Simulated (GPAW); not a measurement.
Converging the k-point mesh: GeTe (R3m, 2 atoms in the cell)

```
GeTe
1.0
    2.10078     1.21288     3.69006
   -2.10078     1.21288     3.69006
    0.00000    -2.42577     3.69006
Ge Te
1 1
Direct
  0.99675   0.99675   0.99675
  0.52878   0.52878   0.52878
```

Level of theory: PBE, GPAW PAW datasets PBE (gpaw-data 1.0.1) (plane waves; GPAW).

Base settings: mode = pw; ecut = 600 eV; xc = PBE; kpts = 5 5 5; mesh shift (steps) = 0 0 0; occupations.name = fermi-dirac; occupations.width = 0 eV; nbands = -8; convergence.bands = -6; symmetry.symmorphic = false.

The second cell is the first with its lattice scaled by 0.98.

Only quantities that move along the ladder and can be compared are tabulated.

The count of work is k-points × plane waves × bands × iterations; it is no time. Core times come from one kind of shared machine, to one figure; runs under 30 s give none.

The starting cell comes from a database of computed structures (which also holds hypothetical and non-ambient phases and stackings), without a prior relaxation at this level. Its lattice was rescaled by up to half a per cent. One atom was moved a little off its site on purpose. Spin-orbit coupling is off.

```tsv
kpts	free energy less the last step's (meV/atom)	energy of the compressed cell less the first (meV/atom)	pressure (GPa)	largest difference of a force vector from the last step's (eV/Å)	gap on the mesh (eV)	count of work / last	core time / last (rough)
2 2 2	784.74	110.90	8.50	2.246	0.541	0.0057	–
3 3 3	-42.13	15.81	-0.09	0.277	1.526	0.0079	–
4 4 4	-19.13	12.44	-0.33	0.241	0.788	0.016	–
5 5 5	-10.87	12.61	-0.28	0.124	0.767	0.021	–
6 6 6	-5.81	13.85	-0.19	0.074	0.612	0.036	–
7 7 7	-4.18	13.01	-0.24	0.029	0.724	0.049	–
8 8 8	-1.80	13.55	-0.19	0.020	0.552	0.073	–
9 9 9	-1.36	13.45	-0.20	0.007	0.702	0.095	0.1
10 10 10	-0.72	13.50	-0.19	0.004	0.584	0.13	0.2
11 11 11	-0.45	13.55	-0.19	0.001	0.569	0.16	0.2
12 12 12	-0.26	13.57	-0.18	0.000	0.611	0.21	0.2
14 14 14	-0.09	13.62	-0.18	0.001	0.549	0.32	0.5
15 15 15	-0.05	13.63	-0.18	0.001	0.574	0.39	0.6
17 17 17	-0.01	13.65	-0.18	0.000	0.564	0.55	0.5
19 19 19	0.00	13.66	-0.17	0.000	0.538	0.75	1.0
21 21 21	0.00	13.66	-0.17	0.000	0.541	1.0	1
```

Coarsest kpts that holds the energy of the compressed cell less the first within 0.5 meV/atom of the last step, with all finer ones: 8 8 8, at 0.073 of the last step's count of work; the step before is off by 0.66 meV/atom.

Coarsest kpts that holds the pressure within 0.5 GPa of the last step, with all finer ones: 3 3 3, at 0.0079 of the last step's count of work; the step before is off by 8.7 GPa.

Coarsest kpts that holds the free energy within 2 meV/atom of the last step, with all finer ones: 8 8 8, at 0.073 of the last step's count of work; the step before is off by 4.2 meV/atom.

The energy difference between the two cells stays within 1 meV/atom of the last step's from 6 6 6 on, the total only from 10 10 10 on: much of the error is common to both cells and cancels.

The gap on the mesh jumps up and down from mesh to mesh; it is no smooth measure of convergence.
